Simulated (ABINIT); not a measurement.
# BAs (F-43m) in ABINIT: settings compared, part 2 of 2

ABINIT 10.8.3 (patched build). The steps go on from the part before.

## (5) Equation of state, PBE

Input file run.abi:

```
# Datasets: one volume each
ndtset 7
getwfk -1
scalecart1 3*0.9795861087
scalecart2 3*0.9864848297
scalecart3 3*0.9932883884
scalecart4 3*1.0000000000
scalecart5 3*1.0066227096
scalecart6 3*1.0131594038
scalecart7 3*1.0196128224

# Pseudopotentials
pp_dirpath "./"
pseudos "As.GGA_PBE-JTH.xml, B.GGA_PBE-JTH.xml"

# Structure
acell 3.3778490937 3.3778490937 3.3778490937 Angstrom
rprim
     0.0000000000     0.7071067812     0.7071067812
     0.7071067812     0.0000000000     0.7071067812
     0.7071067812     0.7071067812     0.0000000000
ntypat 2
znucl 33 5
natom 2
typat 1 2
xred
     0.7500000000     0.7500000000     0.7500000000
     0.0000000000     0.0000000000     0.0000000000

# Plane-wave basis
ecut 571.439111 eV
pawecutdg 42.0

# k points
kptopt 1
ngkpt 10 10 10
nshiftk 1
shiftk 0.0 0.0 0.0

# Exchange and correlation
ixc 11

# Bands and occupations
nband 13
occopt 3
tsmear 0.05 eV

# SCF cycle
nstep 100
tolvrs 1.0e-9

# Output
iomode 3
prtwf 1
prtden 0
prteig 0
prtebands 0
enunit 1
```

Potentials or basis: JTH PAW PBE v2.0.

Launch:

```bash
$ abinit run.abi > log 2>&1
```

run.abo:

```text
.Version 10.8.3 of ABINIT
 DATASET    1 : space group F-4 3 m (#216); Bravais cF (face-center cubic)
================================================================================
 Values of the parameters that define the memory need for DATASET  1.
     intxc =       0    ionmov =       0      iscf =      17    lmnmax =      18
     lnmax =       6     mgfft =      27  mpssoang =       3    mqgrid =    3001
     natom =       2  nloc_mem =       2    nspden =       1   nspinor =       1
    nsppol =       1      nsym =      24    n1xccc =       1    ntypat =       2
    occopt =       3   xclevel =       2
       mpw =         812          nfft =       19683          nkpt =          47
 PAW method is used; the additional fine FFT grid is defined by:
   mgfftf=        40    nfftf =     64000
================================================================================
================================================================================
[... 71 lines left out ...]
 DATASET    7 : space group F-4 3 m (#216); Bravais cF (face-center cubic)
================================================================================
 Values of the parameters that define the memory need for DATASET  7.
     intxc =       0    ionmov =       0      iscf =      17    lmnmax =      18
     lnmax =       6     mgfft =      30  mpssoang =       3    mqgrid =    3001
     natom =       2  nloc_mem =       2    nspden =       1   nspinor =       1
    nsppol =       1      nsym =      24    n1xccc =       1    ntypat =       2
    occopt =       3   xclevel =       2
       mpw =         914          nfft =       27000          nkpt =          47
 PAW method is used; the additional fine FFT grid is defined by:
   mgfftf=        40    nfftf =     64000
================================================================================
================================================================================

--------------------------------------------------------------------------------
------------- Echo of variables that govern the present computation ------------
--------------------------------------------------------------------------------
 -outvars: echo values of preprocessed input variables --------
            acell      6.3832096817E+00  6.3832096817E+00  6.3832096817E+00 Bohr
              amu      7.49215900E+01  1.08110000E+01
             ecut      2.10000000E+01 Hartree
[... 155 lines left out ...]

   4.97343271E+02                                ecore*ucvol(ha*bohr**3)
--------------------------------------------------------------------------------

================================================================================

--- !BeginCycle
iteration_state: {dtset: 1, }
solver: {iscf: 17, nstep: 100, nline: 4, wfoptalg: 10, }
tolerances: {tolvrs: 1.00E-09, }
...
[... 1244 lines left out ...]
-Cartesian components of stress tensor (GPa)         [Pressure= -4.6149E+00 GPa]
- sigma(1 1)=  4.61488022E+00  sigma(3 2)=  0.00000000E+00
- sigma(2 2)=  4.61488022E+00  sigma(3 1)=  0.00000000E+00
- sigma(3 3)=  4.61488022E+00  sigma(2 1)=  0.00000000E+00

== END DATASET(S) ==============================================================
================================================================================

 -outvars: echo values of variables after computation  --------
            acell      6.3832096817E+00  6.3832096817E+00  6.3832096817E+00 Bohr
           etotal1    -1.1673021217E+02
           etotal2    -1.1673158170E+02
           etotal3    -1.1673251308E+02
           etotal4    -1.1673304854E+02
           etotal5    -1.1673322657E+02
           etotal6    -1.1673308194E+02
           etotal7    -1.1673264635E+02
            fcart1     2.3788794759E-31  2.3788794759E-31 -7.1366384276E-31
                      -2.3788794759E-31 -2.3788794759E-31  7.1366384276E-31
            fcart2    -9.4489736433E-31 -9.4489736433E-31  2.8346920930E-30
                       9.4489736433E-31  9.4489736433E-31 -2.8346920930E-30
            fcart3    -5.8651578838E-31  7.0381894605E-31 -1.1730315768E-31
                       5.8651578838E-31 -7.0381894605E-31  1.1730315768E-31
            fcart4     6.9909518665E-31  3.4954759332E-31 -9.3212691553E-31
                      -6.9909518665E-31 -3.4954759332E-31  9.3212691553E-31
            fcart5    -0.0000000000E+00 -0.0000000000E+00 -0.0000000000E+00
                      -0.0000000000E+00 -0.0000000000E+00 -0.0000000000E+00
[... 38 lines left out ...]
                       0.0000000000E+00  0.0000000000E+00  0.0000000000E+00
           xangst1     3.5096121310E+00  3.5096121310E+00  3.5096121310E+00
                       0.0000000000E+00  0.0000000000E+00  0.0000000000E+00
           xangst2     3.5343285236E+00  3.5343285236E+00  3.5343285236E+00
                       0.0000000000E+00  0.0000000000E+00  0.0000000000E+00
           xangst3     3.5587039736E+00  3.5587039736E+00  3.5587039736E+00
                       0.0000000000E+00  0.0000000000E+00  0.0000000000E+00
           xangst4     3.5827500000E+00  3.5827500000E+00  3.5827500000E+00
                       0.0000000000E+00  0.0000000000E+00  0.0000000000E+00
           xangst5     3.6064775129E+00  3.6064775129E+00  3.6064775129E+00
                       0.0000000000E+00  0.0000000000E+00  0.0000000000E+00
           xangst6     3.6298968540E+00  3.6298968540E+00  3.6298968540E+00
                       0.0000000000E+00  0.0000000000E+00  0.0000000000E+00
           xangst7     3.6530178395E+00  3.6530178395E+00  3.6530178395E+00
                       0.0000000000E+00  0.0000000000E+00  0.0000000000E+00
             xred      7.5000000000E-01  7.5000000000E-01  7.5000000000E-01
                       0.0000000000E+00  0.0000000000E+00  0.0000000000E+00
 Calculation completed.
```

It took 1.9 min on 1 thread of Arm Neoverse V1, shared host; peak memory 0.14 GiB.

What came out:

```yaml
Equilibrium_volume: 13.91 Å³/atom
Bulk_modulus: 131 GPa
Pressure_derivative_of_the_bulk_modulus: 4.2
```

Energy against volume, from the lowest point:
```
volume (Å³/atom)  energy (meV/atom)
          12.809              41.01
          13.081              22.38
          13.354               9.71
          13.626               2.42
          13.899               0.00
          14.171               1.97
          14.444               7.89
```

Caveat: pressures at fixed basis lie under the slope of the energies. PBE usually gives volumes a little too large and moduli too small.

## (6) Band structure, WC

Input file run.abi:

```
ndtset 2

pp_dirpath "./"
pseudos "As.GGA_PBE-JTH.xml, B.GGA_PBE-JTH.xml"

acell 6.3832096775 6.3832096775 6.3832096775
rprim
     0.0000000000     0.7071067812     0.7071067812
     0.7071067812     0.0000000000     0.7071067812
     0.7071067812     0.7071067812     0.0000000000
ntypat 2
znucl 33 5
natom 2
typat 1 2
xred
     0.7500000000     0.7500000000     0.7500000000
     0.0000000000     0.0000000000     0.0000000000

ecut 408.170794 eV
pawecutdg 30.0

ixc 23

occopt 3
tsmear 0.00183747

nstep 100

iomode 3
prtwf 0
prteig 0
prtebands 0
enunit 1
prtden1 1

kptopt1 1
ngkpt1 10 10 10
nshiftk1 1
shiftk1 0.0 0.0 0.0
nband1 13
tolvrs1 1.0e-9

iscf2 -2
getden2 1
nband2 17
nbdbuf2 2
tolwfr2 1.0e-12
kptopt2 -9
ndivsm2 6
prteig2 1
kptbounds2
     0.0000000000     0.0000000000     0.0000000000
     0.5000000000     0.0000000000     0.5000000000
     0.5000000000     0.2500000000     0.7500000000
     0.3750000000     0.3750000000     0.7500000000
     0.0000000000     0.0000000000     0.0000000000
     0.5000000000     0.5000000000     0.5000000000
     0.6250000000     0.2500000000     0.6250000000
     0.5000000000     0.2500000000     0.7500000000
     0.5000000000     0.5000000000     0.5000000000
     0.3750000000     0.3750000000     0.7500000000
```

Potentials or basis: JTH PAW PBE v2.0.

Launch:

```bash
$ abinit run.abi > log 2>&1
```

run.abo:

```text
.Version 10.8.3 of ABINIT
 DATASET    1 : space group F-4 3 m (#216); Bravais cF (face-center cubic)
================================================================================
 Values of the parameters that define the memory need for DATASET  1.
     intxc =       0    ionmov =       0      iscf =      17    lmnmax =      18
     lnmax =       6     mgfft =      24  mpssoang =       3    mqgrid =    3001
     natom =       2  nloc_mem =       2    nspden =       1   nspinor =       1
    nsppol =       1      nsym =      24    n1xccc =       1    ntypat =       2
    occopt =       3   xclevel =       2
       mpw =         532          nfft =       13824          nkpt =          47
 PAW method is used; the additional fine FFT grid is defined by:
   mgfftf=        32    nfftf =     32768
================================================================================
================================================================================

[... 1491 lines left out ...]
  25.81192
 kpt# 103, nband= 17, wtk=  1.00000, kpt=  0.3750  0.3750  0.7500 (reduced coord)
 -28.81784  -28.80525  -28.80352  -28.80102  -28.79425   -4.35165   -1.17270    0.96294
   3.45816    8.90926   12.43280   16.15583   16.65034   17.50105   20.46114   23.64805
  26.28355

== END DATASET(S) ==============================================================
================================================================================

 -outvars: echo values of variables after computation  --------
            acell      6.3832096775E+00  6.3832096775E+00  6.3832096775E+00 Bohr
           etotal1    -1.1678311988E+02
            fcart1     0.0000000000E+00  4.6606345808E-31 -1.8642538323E-30
                      -3.5032461608E-46 -4.6606345808E-31  1.8642538323E-30
            rprim      0.0000000000E+00  7.0710678120E-01  7.0710678120E-01
                       7.0710678120E-01  0.0000000000E+00  7.0710678120E-01
                       7.0710678120E-01  7.0710678120E-01  0.0000000000E+00
           strten1     1.8309445401E-05  1.8309445401E-05  1.8309445401E-05
                       0.0000000000E+00  0.0000000000E+00  0.0000000000E+00
           xangst      3.5827499977E+00  3.5827499977E+00  3.5827499977E+00
                       0.0000000000E+00  0.0000000000E+00  0.0000000000E+00
             xred      7.5000000000E-01  7.5000000000E-01  7.5000000000E-01
                       0.0000000000E+00  0.0000000000E+00  0.0000000000E+00
 Calculation completed.
```

Run time: 22 s. Hardware: 1 thread of Arm Neoverse V2, shared host; peak memory 0.1 GiB.

Results:

```yaml
Free_energy: -3177.8306 eV
Pressure: -0.5 GPa
Band_gap_on_the_k_mesh: 1.09 eV, indirect (least direct gap 3.25 eV)
Band_gap_along_the_path: 1.10 eV, indirect (least direct gap 3.25 eV)
Valence_electrons_inside_the_program's_atomic_spheres: As 12.81; B 1.77
```

Levels at the corners of the path, in eV from the valence-band top:
| point | band 7 | band 8 | band 9 | band 10 | band 11 | band 12 |
| --- | --- | --- | --- | --- | --- | --- |
| Γ | 0.00 | 0.00 | 0.00 | 3.25 | 3.25 | 3.25 |
| X | -8.51 | -4.09 | -4.09 | 1.33 | 1.36 | 11.35 |
| W | -8.03 | -5.52 | -5.23 | 5.19 | 5.90 | 6.69 |
| K | -8.12 | -5.99 | -3.49 | 1.96 | 5.48 | 9.20 |
| Γ | 0.00 | 0.00 | 0.00 | 3.25 | 3.25 | 3.25 |
| L | -8.81 | -1.82 | -1.82 | 2.63 | 4.76 | 4.76 |
| U | -8.12 | -5.99 | -3.49 | 1.96 | 5.48 | 9.20 |
| W | -8.03 | -5.52 | -5.23 | 5.19 | 5.90 | 6.69 |
| L | -8.81 | -1.82 | -1.82 | 2.63 | 4.76 | 4.76 |
| K | -8.12 | -5.99 | -3.49 | 1.96 | 5.48 | 9.20 |

Caveat: the PAW data sets were made with another functional, which shifts forces and pressure a little.

## (7) Summary

| task | level | potentials or basis | cutoff (eV) | fine-grid cutoff | gap on the mesh (eV) | pressure (GPa) | V0 of scaled cells (Å³/atom) | B0 (GPa) |
| --- | --- | --- | --- | --- | --- | --- | --- | --- |
| equation of state | BP86+D3 | JTH PAW PBE v2.0 | 408 | 816.342 eV | - | - | 13.61 | 134 |
| equation of state | OLYP | JTH PAW PBE v2.0 | 408 | 816.342 eV | - | - | 13.88 | 128 |
| band structure | PBE | JTH PAW PBE v2.0 sp | 408 | 816.342 eV | 1.19 | 3.4 | - | - |
| equation of state | PBE | JTH PAW PBE v2.0 | 571 | 1142.88 eV | - | - | 13.91 | 131 |
| band structure | WC | JTH PAW PBE v2.0 | 408 | 816.342 eV | 1.09 | -0.5 | - | - |

Alike in all rows: no spin polarisation; cell as given; k mesh 10 × 10 × 10; smearing fermi-dirac 0.05 eV.

Caveats: pressures at fixed basis lie under the slope of the energies (some runs); the PAW data sets were made with another functional, which shifts forces and pressure a little (some runs); this set keeps more shells in the core, which shifts pressures and gaps (some runs).

Total energies depend on the potentials used, so only differences within one code and one set of settings carry meaning.

## (8) How close it comes

Step 2. Measured bulk modulus of BAs: 148 GPa (quoted in “Basic Physical Properties of Cubic Boron Arsenide”, 2019, arxiv:1911.11281). This calculation gives 134 GPa (-9.3 %). The fit is for a static lattice scaled at fixed shape and fixed fractional positions.

Step 3. Against the measured bulk modulus of BAs, 148 GPa (quoted in “Basic Physical Properties of Cubic Boron Arsenide”, 2019, arxiv:1911.11281), the calculated 128 GPa is off by -13.2 %. The fit is for a static lattice scaled at fixed shape and fixed fractional positions.

Step 5. A measured bulk modulus of BAs is 148 GPa (quoted in “Basic Physical Properties of Cubic Boron Arsenide”, 2019, arxiv:1911.11281); the calculated 131 GPa misses it by -11.4 %. The fit is for a static lattice scaled at fixed shape and fixed fractional positions.
